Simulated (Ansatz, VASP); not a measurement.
Given: the input of a run of VASP 6.6.1 on Ni.

INCAR

```
SYSTEM = Ni
ALGO = Normal
EDIFF = 1E-6
EDIFFG = -0.01
ENCUT = 600
GGA = RE
IBRION = 2
ISIF = 3
ISMEAR = -1
ISPIN = 2
LASPH = .True.
LCHARG = .False.
LMAXMIX = 4
LORBIT = 11
LREAL = .False.
LWAVE = .False.
MAGMOM = 1
NELM = 150
NSW = 80
PREC = Accurate
SIGMA = 0.05
```

KPOINTS

```
k-points
0
Gamma
  13 13 13
  0 0 0
```

File POSCAR:

```
Ni
1.0
    0.0000000000      1.7375729330      1.7375729330
    1.7375729330      0.0000000000      1.7375729330
    1.7375729330      1.7375729330      0.0000000000
Ni
1
Direct
    0.0000000000      0.0000000000      0.0000000000
```

Potentials or basis: VASP PAW PBE potentials, release 64 (Ni).

Run with:

```sh
$ cat potpaw_PBE.64/Ni/POTCAR > POTCAR
$ mpirun -np 1 vasp_std > vasp.out
```

Question: Set up the same calculation for Ansatz 0.2.0. Potentials there: all-electron LAPW, scalar-relativistic.

Answer: As run (the cutoff follows the program's own potentials):

input.yaml

```yaml
crystal:
  lattice:
    - [0.0, 1.737572933, 1.737572933]
    - [1.737572933, 0.0, 1.737572933]
    - [1.737572933, 1.737572933, 0.0]
  atoms:
    - { symbol: Ni, position: [0.0, 0.0, 0.0], spin: 1.0 }
kpoints:
  mp_grid: { grid: [13, 13, 13] }
scf:
  occupations: { method: fermi_dirac, width: 0.05 }
hamiltonian:
  xc: revpbe
  pseudopotentials: { kind: all_electron, lapw: { basis_error: 0.001 } }
magnetization:
  spin_polarized: true
output:
  forces: true
  stress: true
relax:
  f_tol: 0.01
  max_steps: 60
  cell: {}
```

Potentials or basis: all-electron LAPW, scalar-relativistic.

The run is started by

```bash
$ ansatz run input.yaml --threads 2 --pin off --max-ram 6144MiB --backend cpu --events-out ev --progress --plain --runs-dir out
```

Both were run:

|  | VASP | Ansatz | Ansatz less VASP |
| --- | --- | --- | --- |
| net moment per atom (μB) | 0.63 | 0.64 | +0.007 |
| size of the moment on the site where the two differ most (μB) | 0.64 | 0.67 | +0.025 |
| relaxed volume (Å³/atom) | 11.12 | 11.11 | -0.009 |
| relaxed cell length with the largest relative difference (Å) | 2.505 | 2.505 | -0.0007 |
| energy change over the relaxation (meV/atom) | -22 | -22 | 0.0 |

Site moments also hang on the region over which each program counts them. Ansatz ran all-electron here, so the differences hold the error of VASP's frozen core and of both bases.

Caveats: the PAW data sets were made with another functional, which shifts forces and pressure a little (VASP).
